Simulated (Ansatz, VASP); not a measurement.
# Two plane-wave programs on BN

Contents of INCAR:

```
SYSTEM = BN
  PREC = Accurate
  ENCUT = 520
  EDIFF = 1E-6
  ISMEAR = 0
  SIGMA = 0.02
  LREAL = .FALSE.
  LASPH = .TRUE.
  NELM = 60
  ALGO = Normal
  ISIF = 2
  LWAVE = .FALSE.
  LCHARG = .TRUE.
  GGA = PE
  LELF = .TRUE.
  LVHAR = .TRUE.
  NBANDS = 11
```

KPOINTS

```
regular mesh
0
G
  12 12 12
  0 0 0
```

File POSCAR:

```
BN
1.0
    0.0000000000      1.7753514265      1.7753514265
    1.7753514265      0.0000000000      1.7753514265
    1.7753514265      1.7753514265      0.0000000000
B N
1 1
Direct
    0.0000000000      0.0000000000      0.0000000000
    0.7500000000      0.7500000000      0.7500000000
```

Input for Ansatz:

```yaml
crystal:
  lattice:
    - [0.0, 1.7753514264, 1.7753514264]
    - [1.7753514264, 0.0, 1.7753514264]
    - [1.7753514264, 1.7753514264, 0.0]
  atoms:
    - { symbol: B, position: [0.0, 0.0, 0.0] }
    - { symbol: "N", position: [0.75, 0.75, 0.75] }
basis:
  ecutwfc: 420
kpoints:
  mp_grid: { grid: [12, 12, 12] }
hamiltonian:
  xc: pbe
scf:
  occupations: { method: gaussian, width: 0.02 }
output:
  forces: true
  stress: true
  eigenvalues: true
```

Alike in both runs: task single point; functional PBE; k mesh 12 × 12 × 12; occupations gaussian, width 0.02 eV; no spin polarisation.

|  | VASP | Ansatz |
| --- | --- | --- |
| version | VASP 6.6.1 | Ansatz 0.2.0 |
| potentials or method | VASP PAW PBE potentials, release 64 (B, N) | scalar-relativistic, plane waves, PAW |
| plane-wave cutoff (eV) | 520 | 420 |
| valence electrons in the cell | 8 | 8 |

```tsv
	VASP	Ansatz	Ansatz less VASP
gap on the k mesh at the Fermi level (eV)	4.51	4.53	+0.012
least direct gap on the mesh (eV)	9.08	9.09	+0.011
pressure (GPa)	26.2	25.7	-0.45
```

Caveats: so large a pressure means that the cell lies far from this level's equilibrium, or that cutoff or potentials fall short (VASP). PBE gaps usually lie below the measured ones, often by a third to a half. A k mesh can miss the band edges.
